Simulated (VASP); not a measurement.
Here is a VASP 6.6.1 calculation.

File INCAR:

```
PREC     = Accurate       # precision mode
ENCUT    = 520            # plane-wave cutoff, eV
EDIFF    = 1E-7           # SCF threshold, eV
ISMEAR   = 0              # smearing method
SIGMA    = 0.02           # smearing width, eV
LREAL    = F              # projectors in reciprocal space
LASPH    = T              # aspherical terms in the spheres
NELM     = 80             # most SCF steps
ALGO     = Fast           # electronic algorithm
ISIF     = 3              # what is computed and relaxed
LWAVE    = F              # write WAVECAR
LCHARG   = F              # write CHGCAR
GGA      = PS             # functional
IBRION   = 2              # ionic algorithm
NSW      = 80             # ionic steps
EDIFFG   = -0.002         # ionic threshold
PSTRESS  = 133.0
```

Contents of KPOINTS:

```
regular mesh
0
Gamma
  8 8 8
```

File POSCAR:

```
Ge
1.0
   -2.5744897200      2.5744897200      1.3974126400
    2.5744897200     -2.5744897200      1.3974126400
    2.5744897200      2.5744897200     -1.3974126400
Ge
2
Direct
    0.2500000000      0.7500000000      0.5000000000
    0.5000000000      0.5000000000      0.0000000000
```

Potentials or basis: VASP PAW PBE potentials, release 64 (Ge_d).

Launch:

```console
$ cat potpaw_PBE.64/Ge_d/POTCAR > POTCAR
$ mpirun -np 1 vasp_std > vasp.out
```

Problem. Predict the space group after relaxing (to 0.05 Å).

Solution. I4_1/amd (No. 141).

Problem. What does it give for the relaxed cell?

Solution. a = 3.696 Å, b = 3.696 Å, c = 3.696 Å, α = 97.96°, β = 97.96°, γ = 136.32°.

Problem. Predict the relaxed volume.

Solution. 16.19 Å³/atom.

Problem. Predict the band gap on the k mesh.

Solution. None (metal or under the smearing width).

Step by step:
| step | energy change (eV) | largest force (eV/Å) | pressure (GPa) | volume (Å³) |
| --- | --- | --- | --- | --- |
| 1 | 0.0000 | 0.0000 | -0.62 | 37.05 |
| 2 | 0.5996 | 0.0000 | 32.22 | 29.06 |
| 3 | 0.1556 | 0.0000 | 13.41 | 32.39 |
| 4 | 0.1629 | 0.0000 | 13.79 | 32.31 |
| 5 | 0.1486 | 0.0000 | 13.46 | 32.32 |
| 6 | 0.1482 | 0.0000 | 13.50 | 32.32 |
| 7 | 0.1483 | 0.0000 | 13.59 | 32.32 |
| 8 | 0.1481 | 0.0000 | 13.65 | 32.32 |
| 9 | 0.1350 | 0.0000 | 12.85 | 32.48 |
| 10 | 0.1427 | 0.0000 | 13.31 | 32.39 |
| 11 | 0.1425 | 0.0000 | 13.28 | 32.39 |
| 12 | 0.1432 | 0.0000 | 13.30 | 32.38 |

Caveat: the cell is relaxed towards a set pressure, so the enthalpy falls and the energy may rise; the PAW data sets were made with another functional, which shifts forces and pressure a little.
